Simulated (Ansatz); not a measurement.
## TePb: strain and displacement

```yaml
crystal:
  lattice:
    - [0.00000, 3.22700, 3.22700]
    - [3.22700, 0.00000, 3.22700]
    - [3.22700, 3.22700, 0.00000]
  atoms:
    - { symbol: Te, position: [0.50000, 0.50000, 0.50000] }
    - { symbol: Pb, position: [0.00000, 0.00000, 0.00000] }
```

Atom numbers follow the list: Te1, Pb2.

The conventional cell has a = 6.454 Å, b = 6.454 Å, c = 6.454 Å, α = 90.00°, β = 90.00°, γ = 90.00°. Around Te (atom 1) lie 6 Pb at 3.23 Å. Pb (atom 2) has 6 Te at 3.23 Å as nearest neighbours.

The cell is COD entry 9008696, as deposited and not checked against the literature; nothing was relaxed.

Spin–orbit coupling is left out, though it moves levels of the heavy atoms by tenths of an eV or more.

Level of theory: DFT, PBE, all-electron LAPW, scalar-relativistic in Ansatz 0.2.0.

Sampling and basis: a Γ-centred 10×10×10 k mesh, Fermi–Dirac smearing of 0.03 eV, basis error target 0.5 meV/atom, no spin polarisation.

The unchanged cell is at 2.32 GPa, so energy changes include a term −P ΔV where the volume moves.

x, y and z are the Cartesian axes of the cell as listed; fractional coordinates follow a strain, and an engineering shear is twice the off-diagonal strain component.

(1) With this change (x and y strained by -3 %, z held), what becomes of the energy and stress and gap?

(2) With this change (equal xy, yz and zx engineering shear strains of +3 %), what becomes of the energy and stress and gap?

With atom 2 (Pb) moved by (0.0000, 0.0000, 0.2000) Å: energy change +10 meV/atom; stress change (xx, yy, zz, yz, xz, xy) -0.03, -0.03, 1.57, 0.00, 0.00, 0.00 GPa, compression positive; change of the force on Pb2 (0.000, 0.000, -0.257) eV/Å; gap on the k mesh 0.72 → 0.92 eV.

(3) What force constant does this one finite step give for Pb2 along its displacement (all its periodic images move with it)?

## Answers

(1) Energy change +58 meV/atom; stress change (xx, yy, zz, yz, xz, xy) 5.09, 5.09, 0.40, 0.00, 0.00, 0.00 GPa, compression positive; gap on the k mesh 0.72 → 0.52 eV.

(2) Energy change +4 meV/atom; stress change (xx, yy, zz, yz, xz, xy) 0.01, 0.01, 0.01, -0.44, -0.44, -0.44 GPa, compression positive; gap on the k mesh 0.72 → 0.39 eV.

(3) k = −ΔF·u/|u|² = 1.29 eV/Å², so the force pulls the atom back.
